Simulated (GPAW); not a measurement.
Runs of GPAW 26.7.0 on CdS. It takes space group Fm-3m (No. 225, cubic). The conventional cell has a = 5.506 Å, b = 5.506 Å, c = 5.506 Å, α = 90.00°, β = 90.00°, γ = 90.00°. Around Cd (site symmetry m-3m) lie 6 S at 2.75 Å. S (site symmetry m-3m) has 6 Cd at 2.75 Å as nearest neighbours. Measurements of this composition are mostly on another form, of space group No. 186.

| task | level | potentials or basis | spin | cell | k mesh | cutoff (eV) | smearing | random start of the orbitals | maxiter | convergence | displacement | relaxed first | other keys | mesh quality | gap on the mesh (eV) | pressure (GPa) |
| --- | --- | --- | --- | --- | --- | --- | --- | --- | --- | --- | --- | --- | --- | --- | --- | --- |
| Born charges | r2SCAN+D4 | GPAW PAW data sets (gpaw-data 1.2.1), pw | off | relaxed | 4 × 4 × 4 | 510 | fermi-dirac 0.01 eV | yes | 60 | density=1e-06 eigenstates=1e-09 | 0.01 | cell | several, not listed | coarse | 0.69 | 0.0 |
| relaxation of cell and atoms | PBE | GPAW PAW data sets (gpaw-data 1.2.1), pw | off | relaxed to 10 GPa | 8 × 8 × 8 | 600 | fermi-dirac 0.05 eV | - | 150 | density=1e-05 forces=0.0001 | - | - | - | not flagged | 0.21 | 9.9 |
| relaxation of cell and atoms | PBE | GPAW PAW data sets (gpaw-data 1.2.1), pw | off | relaxed to 30 GPa | 8 × 8 × 8 | 600 | fermi-dirac 0.05 eV | - | 150 | density=1e-05 forces=0.0001 | - | - | - | not flagged | 0.11 | 30.0 |
| band structure | PBEsol | PAW data sets generated in the run's folder for this functional, pw | SOC, no magnetisation | as given | 6 × 6 × 6 | 600 | fermi-dirac 0.05 eV | - | 150 | - | - | - | - | not flagged | 0.11 | (a) |
| relaxation of cell and atoms | PBE | GPAW PAW data sets (gpaw-data 1.2.1), pw | off | relaxed to 20 GPa | 8 × 8 × 8 | 600 | fermi-dirac 0.05 eV | - | 150 | density=1e-05 forces=0.0001 | - | - | - | not flagged | 0.16 | 20.0 |

**Question.** Fill in the values left out.

**Answer.** (a) -4.6.

Caveats: some runs use coarse meshes; later steps reuse the first step's grids (some runs); the cutoff is short for stress and forces, so pressures can be off by a GPa or more (some runs); the LO-TO splitting is left out (some runs); the PAW data sets were made with another functional, which shifts forces and pressure a little (some runs); spin-orbit coupling was added after a scalar SCF, so levels and gaps hold it while energy, forces, pressure and moments don't (some runs); this program's spin-orbit splittings come out too wide for heavy elements (some runs).

A k mesh can miss the band edges, and rows without SOC leave out spin-orbit coupling on Cd.
